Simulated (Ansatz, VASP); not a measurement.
This is a calculation of InP for Ansatz 0.2.0.

input.yaml

```yaml
crystal:
  lattice:
    - [0.0, 2.768834, 2.768834]
    - [2.768834, 0.0, 2.768834]
    - [2.768834, 2.768834, 0.0]
  atoms:
    - { symbol: In, position: [0.0, 0.0, 0.0] }
    - { symbol: P, position: [0.5, 0.5, 0.5] }
hamiltonian:
  xc: pbesol
  pseudopotentials: { kind: paw }
kpoints:
  mp_grid: { grid: [8, 8, 8] }
scf:
  occupations: { method: fermi_dirac, width: 0.05 }
output:
  forces: true
  stress: true
  eigenvalues: true
```

Potentials or basis: Ansatz PAW.

Launch:

```sh
$ ansatz run input.yaml --threads 2 --pin off --max-ram 5632MiB --backend cpu --events-out ev --progress --plain --runs-dir out
```

Q: Translate it to VASP 6.6.1. Potentials there: VASP PAW PBE potentials, release 64 (In_d, P).

A: As run (the cutoff follows the program's own potentials):

Contents of INCAR:

```
SYSTEM = InP
PREC     = Accurate       ! precision mode
ENCUT    = 520            ! plane-wave cutoff, eV
EDIFF    = 1E-6           ! SCF threshold, eV
ISMEAR   = -1             ! smearing method
SIGMA    = 0.05           ! smearing width, eV
LREAL    = .FALSE.        ! projectors in reciprocal space
LASPH    = .TRUE.         ! aspherical terms in the spheres
NELM     = 60             ! most SCF steps
ALGO     = Normal         ! electronic algorithm
ISIF     = 2              ! what is computed and relaxed
LWAVE    = .FALSE.        ! write WAVECAR
LCHARG   = .FALSE.        ! write CHGCAR
GGA      = PS             ! functional
NBANDS   = 16             ! bands
```

The input KPOINTS:

```
Automatic mesh
0
G
  8 8 8
  0 0 0
```

The input POSCAR:

```
InP
1.0
    0.0000000000      2.7688340000      2.7688340000
    2.7688340000      0.0000000000      2.7688340000
    2.7688340000      2.7688340000      0.0000000000
In P
1 1
Direct
    0.0000000000      0.0000000000      0.0000000000
    0.5000000000      0.5000000000      0.5000000000
```

Potentials or basis: VASP PAW PBE potentials, release 64 (In_d, P).

The run is started by

```bash
$ cat potpaw_PBE.64/In_d/POTCAR potpaw_PBE.64/P/POTCAR > POTCAR
$ mpirun -np 1 vasp_std > vasp.out
```

Both were run:

|  | VASP | Ansatz | Ansatz less VASP |
| --- | --- | --- | --- |
| gap on the k mesh at the Fermi level (eV) | none | none | - |
| pressure (GPa) | -3.3 | -3.4 | -0.04 |

A gap of «none» marks a metal or a gap that the smearing closes.

Caveats: the PAW data sets were made with another functional, which shifts forces and pressure a little (VASP); the PAW data sets come from PBE, with cores solved anew for the run's functional, which leaves a small shift of forces and pressure (Ansatz).
